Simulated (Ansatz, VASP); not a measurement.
## Two plane-wave programs on Ag

Contents of INCAR:

```
ALGO = Normal
EDIFF = 1E-7
ENCUT = 520
GGA = PE
ISIF = 2
ISMEAR = 0
LASPH = T
LCHARG = F
LREAL = F
LWAVE = F
NBANDS = 12
NELM = 60
PREC = Accurate
SIGMA = 0.05
```

File KPOINTS:

```
k-points
0
Gamma
  16 16 16
```

POSCAR

```
Ag
1.0
   -1.6556540000      1.6556540000      1.6556540000
    1.6556540000     -1.6556540000      1.6556540000
    1.6556540000      1.6556540000     -1.6556540000
Ag
1
Direct
    0.0000000000      0.0000000000      0.0000000000
```

Input for Ansatz:

```yaml
crystal:
  lattice:
    - [-1.655654, 1.655654, 1.655654]
    - [1.655654, -1.655654, 1.655654]
    - [1.655654, 1.655654, -1.655654]
  atoms:
    - { symbol: Ag, position: [0.0, 0.0, 0.0] }
basis:
  ecutwfc: 420
kpoints:
  mp_grid: { grid: [16, 16, 16] }
hamiltonian:
  xc: pbe
scf:
  occupations: { method: gaussian, width: 0.05 }
output:
  forces: true
  eigenvalues: true
  eigenstates:
    nscf_kmesh: { grid: [34, 34, 34] }
    top_band: c6
    de_dk: true
    localisation: false
  stress: true
checkpoint:
  write: ck
  compress: false
  write_wavefunctions: false
  write_every: 100000
```

This isn't the form of Ag at room conditions, which is fcc.

Alike in both runs: task single point; functional PBE; k mesh 16 × 16 × 16; occupations gaussian, width 0.05 eV; no spin polarisation.

|  | VASP | Ansatz |
| --- | --- | --- |
| version | VASP 6.6.1 | Ansatz 0.2.0 |
| potentials or method | VASP PAW PBE potentials, release 64 (Ag) | scalar-relativistic, plane waves, PAW |
| plane-wave cutoff (eV) | 520 | 420 |
| valence electrons in the cell | 11 | 19 |

VASP gave:

| Item | Value |
| --- | --- |
| pressure (GPa) | -0.6 |

Task: Estimate Ansatz's values.

Result: Pressure (GPa): -0.5.

The two sets of potentials don't hold the same shells in valence.
